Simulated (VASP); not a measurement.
Computed with SCAN meta-GGA, VASP's PBE PAW potentials (set 64) (plane waves; VASP).

Input for VASP

### INCAR
```
# general
SYSTEM  = ZnTe
PREC    = Accurate
ENCUT   = 520
LREAL   = .False.
LASPH   = .True.

# electronic loop
EDIFF   = 1E-7
NELM    = 100
ALGO    = Normal
LMAXMIX = 4
LMIXTAU = .True.

# smearing
ISMEAR  = -5

# functional
METAGGA = SCAN

# ions
ISIF    = 2

# output
LWAVE   = .False.
LCHARG  = .False.
LORBIT  = 11
NEDOS   = 601
```

KPOINTS_OPT:
```
k-points along high-symmetry lines
10
Line-mode
Reciprocal
  0.000000   0.000000   0.000000 ! GAMMA
 -0.500000  -0.500000   0.000000 ! X

 -0.500000  -0.500000   0.000000 ! X
 -0.375000  -0.375000   0.250000 ! U

 -0.375000  -0.000000   0.375000 ! K
  0.000000   0.000000   0.000000 ! GAMMA

  0.000000   0.000000   0.000000 ! GAMMA
 -0.000000  -0.000000   0.500000 ! L

 -0.000000  -0.000000   0.500000 ! L
 -0.500000  -0.250000   0.250000 ! W

 -0.500000  -0.250000   0.250000 ! W
 -0.500000  -0.500000   0.000000 ! X
```

KPOINTS:
```
Regular mesh
0
G
8 8 8
```

### POSCAR
```
ZnTe
3.0425410
  0.0000000000   1.0000001131   1.0000001131
  1.0000001131   0.0000000000   1.0000001131
  1.0000001131   1.0000001131   0.0000000000
Zn Te
1 1
Cartesian
  0.0000000000   0.0000000000   0.0000000000
  0.5000000565   0.5000000565   0.5000000565
```

POTCAR, in this order: Zn Te (PBE.64 set). Program: vasp_std.

Output

**OSZICAR**
```
       N       E                     dE             d eps       ncg     rms          rms(c)
DAV:   1     0.317627021884E+02    0.31763E+02   -0.86355E+03   754   0.147E+03
DAV:   2    -0.495630854105E+02   -0.81326E+02   -0.78967E+02   824   0.267E+02
DAV:   3    -0.540728899283E+02   -0.45098E+01   -0.44952E+01   914   0.638E+01
DAV:   4    -0.541345549417E+02   -0.61665E-01   -0.61652E-01   895   0.757E+00
DAV:   5    -0.541356966512E+02   -0.11417E-02   -0.11417E-02   894   0.834E-01    0.470E+00
DAV:   6    -0.517166986359E+02    0.24190E+01   -0.12729E+00   874   0.309E+01    0.422E+00
DAV:   7    -0.515732624500E+02    0.14344E+00   -0.41664E-01   759   0.119E+01    0.208E+00
DAV:   8    -0.517079711811E+02   -0.13471E+00   -0.21054E-01   754   0.494E+00    0.514E-01
DAV:   9    -0.516400837521E+02    0.67887E-01   -0.11222E-01   754   0.421E+00    0.436E-01
DAV:  10    -0.516961208525E+02   -0.56037E-01   -0.27774E-02   774   0.218E+00    0.152E-01
DAV:  11    -0.517017948351E+02   -0.56740E-02   -0.40854E-02   754   0.301E+00    0.667E-02
DAV:  12    -0.517018250570E+02   -0.30222E-04   -0.26499E-03   774   0.766E-01    0.505E-02
DAV:  13    -0.517053622030E+02   -0.35371E-02   -0.61731E-03   774   0.111E+00    0.253E-02
DAV:  14    -0.517051773027E+02    0.18490E-03   -0.37349E-04   804   0.293E-01    0.184E-02
DAV:  15    -0.517052067313E+02   -0.29429E-04   -0.10644E-04   779   0.134E-01    0.116E-02
DAV:  16    -0.517051636511E+02    0.43080E-04   -0.45088E-05   794   0.870E-02    0.385E-03
DAV:  17    -0.517051671419E+02   -0.34908E-05   -0.31884E-06   874   0.303E-02    0.212E-03
DAV:  18    -0.517051653795E+02    0.17624E-05   -0.37729E-06   754   0.278E-02    0.162E-03
DAV:  19    -0.517051670412E+02   -0.16616E-05   -0.15835E-06   774   0.182E-02    0.590E-04
DAV:  20    -0.517051641254E+02    0.29158E-05   -0.58423E-07   769   0.110E-02    0.752E-04
DAV:  21    -0.517051648500E+02   -0.72461E-06   -0.28498E-07   774   0.898E-03    0.529E-04
DAV:  22    -0.517051646853E+02    0.16475E-06   -0.21165E-08   457   0.235E-03    0.266E-04
DAV:  23    -0.517051648929E+02   -0.20768E-06   -0.85390E-09   392   0.113E-03    0.110E-04
DAV:  24    -0.517051648511E+02    0.41831E-07   -0.38236E-09   387   0.792E-04
   1 F= -.51705165E+02 E0= -.51705165E+02  d E =0.000000E+00
       N       E                     dE             ncg
       N       E                     dE             ncg
       N       E                     dE             ncg
```

**OUTCAR**
```
------------------------ aborting loop because EDIFF is reached ----------------------------------------
  FORCE on cell =-STRESS in cart. coord.  units (eV):
  Direction    XX          YY          ZZ          XY          YZ          ZX
  --------------------------------------------------------------------------------------
  Total        0.0197863      0.0197863      0.0197863      0.0000000      0.0000000     -0.0000000
  in kB        0.5627773      0.5627773      0.5627773      0.0000000      0.0000000     -0.0000000
  external PRESSURE =       0.5627773 kB  Pullay stress =       0.0000000 kB
  volume of cell :       56.33
      direct lattice vectors                 reciprocal lattice vectors
     0.000000000  3.042541344  3.042541344    -0.164336304  0.164336304  0.164336304
     3.042541344  0.000000000  3.042541344     0.164336304 -0.164336304  0.164336304
     3.042541344  3.042541344  0.000000000     0.164336304  0.164336304 -0.164336304
 POSITION                                       TOTAL-FORCE (eV/Angst)
 -----------------------------------------------------------------------------------
      0.00000      0.00000      0.00000        -0.000000      0.000000      0.000000
      1.52127      1.52127      1.52127         0.000000     -0.000000     -0.000000
 -----------------------------------------------------------------------------------
    total drift:                               -0.000018     -0.000018     -0.000018
  FREE ENERGIE OF THE ION-ELECTRON SYSTEM (eV)
  ---------------------------------------------------
  free  energy   TOTEN  =       -51.7051648511 eV

  energy  without entropy=      -51.7051648511  energy(sigma->0) =      -51.70516485

 total charge

# of ion       s       p       d       tot
------------------------------------------
    1        0.549   0.447   9.772  10.767
    2        1.327   2.081   0.030   3.437
--------------------------------------------------
tot          1.875   2.527   9.802  14.205
```
(Selected blocks of OUTCAR.)

The compound is ZnTe in the zinc blende structure. It was relaxed first.
